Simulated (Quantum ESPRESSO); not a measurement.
A run of Quantum ESPRESSO 7.5:

pw.in

```
&CONTROL
  calculation = 'scf'
  prefix = 'pwscf'
  outdir = './tmp'
  pseudo_dir = './pseudo'
  tprnfor = .true.
  tstress = .true.
  disk_io = 'low'
/
&SYSTEM
  ibrav = 0
  nat = 2
  ntyp = 1
  ecutwfc = 84
  nbnd = 16
  occupations = 'smearing'
  smearing = 'fd'
  degauss = 0.00367493
/
&ELECTRONS
  conv_thr = 4d-10
  electron_maxstep = 120
  mixing_beta = 0.5
/
ATOMIC_SPECIES
Mg    24.3050 Mg.upf
CELL_PARAMETERS angstrom
   3.2093000000    0.0000000000    0.0000000000
  -1.6046500000    2.7793353284    0.0000000000
   0.0000000000    0.0000000000    5.2103000000
ATOMIC_POSITIONS crystal
Mg     0.6666666667    0.3333333333    0.7500000000
Mg     0.3333333333    0.6666666667    0.2500000000
K_POINTS automatic
10 10 5 0 0 0
```

pp_density.in

```
&INPUTPP
  prefix = 'pwscf'
  outdir = './tmp'
  filplot = 'density.dat'
  plot_num = 0
/
&PLOT
  nfile = 1
  filepp(1) = 'density.dat'
  iflag = 3
  output_format = 6
  fileout = 'density.cube'
/
```

File pp_potential.in:

```
&INPUTPP
  prefix = 'pwscf'
  outdir = './tmp'
  filplot = 'potential.dat'
  plot_num = 11
/
&PLOT
  nfile = 1
  filepp(1) = 'potential.dat'
  iflag = 3
  output_format = 6
  fileout = 'potential.cube'
/
```

File pp_elf.in:

```
&INPUTPP
  prefix = 'pwscf'
  outdir = './tmp'
  filplot = 'elf.dat'
  plot_num = 8
/
&PLOT
  nfile = 1
  filepp(1) = 'elf.dat'
  iflag = 3
  output_format = 6
  fileout = 'elf.cube'
/
```

The input bands.in:

```
&CONTROL
  calculation = 'bands'
  prefix = 'pwscf'
  outdir = './tmp'
  pseudo_dir = './pseudo'
  disk_io = 'low'
  verbosity = 'high'
/
&SYSTEM
  ibrav = 0
  nat = 2
  ntyp = 1
  ecutwfc = 84
  nbnd = 16
  occupations = 'smearing'
  smearing = 'fd'
  degauss = 0.00367493
/
&ELECTRONS
  conv_thr = 1d-08
  electron_maxstep = 120
  mixing_beta = 0.5
  diago_full_acc = .true.
/
ATOMIC_SPECIES
Mg    24.3050 Mg.upf
CELL_PARAMETERS angstrom
   3.2093000000    0.0000000000    0.0000000000
  -1.6046500000    2.7793353284    0.0000000000
   0.0000000000    0.0000000000    5.2103000000
ATOMIC_POSITIONS crystal
Mg     0.6666666667    0.3333333333    0.7500000000
Mg     0.3333333333    0.6666666667    0.2500000000
K_POINTS crystal
60
 0.0000000000  0.0000000000  0.0000000000 1
 0.0714285714  0.0000000000  0.0000000000 1
 0.1428571429  0.0000000000  0.0000000000 1
 0.2142857143  0.0000000000  0.0000000000 1
 0.2857142857  0.0000000000  0.0000000000 1
 0.3571428571  0.0000000000  0.0000000000 1
 0.4285714286  0.0000000000  0.0000000000 1
 0.5000000000  0.0000000000  0.0000000000 1
 0.4583333333  0.0833333333  0.0000000000 1
 0.4166666667  0.1666666667  0.0000000000 1
 0.3750000000  0.2500000000  0.0000000000 1
 0.3333333333  0.3333333333  0.0000000000 1
 0.2962962963  0.2962962963  0.0000000000 1
 0.2592592593  0.2592592593  0.0000000000 1
 0.2222222222  0.2222222222  0.0000000000 1
 0.1851851852  0.1851851852  0.0000000000 1
 0.1481481481  0.1481481481  0.0000000000 1
 0.1111111111  0.1111111111  0.0000000000 1
 0.0740740741  0.0740740741  0.0000000000 1
 0.0370370370  0.0370370370  0.0000000000 1
 0.0000000000  0.0000000000  0.0000000000 1
 0.0000000000  0.0000000000  0.1250000000 1
 0.0000000000  0.0000000000  0.2500000000 1
 0.0000000000  0.0000000000  0.3750000000 1
 0.0000000000  0.0000000000  0.5000000000 1
 0.0625000000  0.0000000000  0.5000000000 1
 0.1250000000  0.0000000000  0.5000000000 1
 0.1875000000  0.0000000000  0.5000000000 1
 0.2500000000  0.0000000000  0.5000000000 1
 0.3125000000  0.0000000000  0.5000000000 1
 0.3750000000  0.0000000000  0.5000000000 1
 0.4375000000  0.0000000000  0.5000000000 1
 0.5000000000  0.0000000000  0.5000000000 1
 0.4666666667  0.0666666667  0.5000000000 1
 0.4333333333  0.1333333333  0.5000000000 1
 0.4000000000  0.2000000000  0.5000000000 1
 0.3666666667  0.2666666667  0.5000000000 1
 0.3333333333  0.3333333333  0.5000000000 1
 0.3030303030  0.3030303030  0.5000000000 1
 0.2727272727  0.2727272727  0.5000000000 1
 0.2424242424  0.2424242424  0.5000000000 1
 0.2121212121  0.2121212121  0.5000000000 1
 0.1818181818  0.1818181818  0.5000000000 1
 0.1515151515  0.1515151515  0.5000000000 1
 0.1212121212  0.1212121212  0.5000000000 1
 0.0909090909  0.0909090909  0.5000000000 1
 0.0606060606  0.0606060606  0.5000000000 1
 0.0303030303  0.0303030303  0.5000000000 1
 0.0000000000  0.0000000000  0.5000000000 1
 0.5000000000  0.0000000000  0.5000000000 1
 0.5000000000  0.0000000000  0.3750000000 1
 0.5000000000  0.0000000000  0.2500000000 1
 0.5000000000  0.0000000000  0.1250000000 1
 0.5000000000  0.0000000000  0.0000000000 1
 0.3333333333  0.3333333333  0.0000000000 1
 0.3333333333  0.3333333333  0.1000000000 1
 0.3333333333  0.3333333333  0.2000000000 1
 0.3333333333  0.3333333333  0.3000000000 1
 0.3333333333  0.3333333333  0.4000000000 1
 0.3333333333  0.3333333333  0.5000000000 1
```

Potentials or basis: PseudoDojo 0.4.1 SR LDA standard.

Run with:

```sh
$ OMP_NUM_THREADS=1 pw.x -in pw.in > pw.out
$ OMP_NUM_THREADS=1 pp.x -in pp_density.in > pp_density.out
$ OMP_NUM_THREADS=1 pp.x -in pp_potential.in > pp_potential.out
$ OMP_NUM_THREADS=1 pp.x -in pp_elf.in > pp_elf.out
$ OMP_NUM_THREADS=1 pw.x -in bands.in > bands.out
```

Hardware: 1 thread of Arm Neoverse V2, with other jobs on the host.

Task: Estimate the wall time of this run.

Result: It took 40 s on 1 thread of Arm Neoverse V2 (shared host), peak memory 0.09 GiB. Counts: scf iterations 7, k pools 1, bands 16, k points 42, g dense 32559.
